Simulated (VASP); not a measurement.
Here is a VASP 6.6.1 calculation.

The input INCAR:

```
SYSTEM = TaN
ALGO = Normal
EDIFF = 1E-7
EDIFFG = -0.005
ENCUT = 600
GGA = PE
IBRION = 2
ISIF = 3
ISMEAR = -1
IVDW = 12
LASPH = .TRUE.
LCHARG = .FALSE.
LREAL = .FALSE.
LWAVE = .FALSE.
NELM = 60
NSW = 40
PREC = Accurate
SIGMA = 0.05
```

KPOINTS

```
k-points
0
G
  8 8 8
  0 0 0
```

File POSCAR:

```
TaN
1.0
    0.0000000000      2.2113230000      2.2113230000
    2.2113230000      0.0000000000      2.2113230000
    2.2113230000      2.2113230000      0.0000000000
Ta N
1 1
Direct
    0.5000000000      0.5000000000      0.5000000000
    0.0000000000      0.0000000000      0.0000000000
```

Potentials or basis: VASP PAW PBE potentials, release 64 (Ta_pv, N).

The run is started by

```bash
$ cat potpaw_PBE.64/Ta_pv/POTCAR potpaw_PBE.64/N/POTCAR > POTCAR
$ mpirun -np 1 vasp_std > vasp.out
```

**Question.** What does it give for the relaxed cell?

**Answer.** a = 3.103 Å, b = 3.103 Å, c = 3.103 Å, α = 60.00°, β = 60.00°, γ = 60.00°.

**Question.** Estimate the space group after relaxing (to 0.05 Å).

**Answer.** Fm-3m (No. 225).

**Question.** Estimate the dispersion energy per atom.

**Answer.** -0.475 eV.

Step by step:
```tsv
step	energy change (eV)	largest force (eV/Å)	pressure (GPa)	volume (Å³)
1	0.0000	0.0000	-7.55	21.63
2	0.0525	0.0000	20.26	20.07
3	-0.0118	0.0000	-0.13	21.15
4	-0.0118	0.0000	0.02	21.14
```

Caveat: pairwise dispersion overbinds metals, which lowers pressure and volume. Spin-orbit coupling is left out, which matters for the levels of Ta.
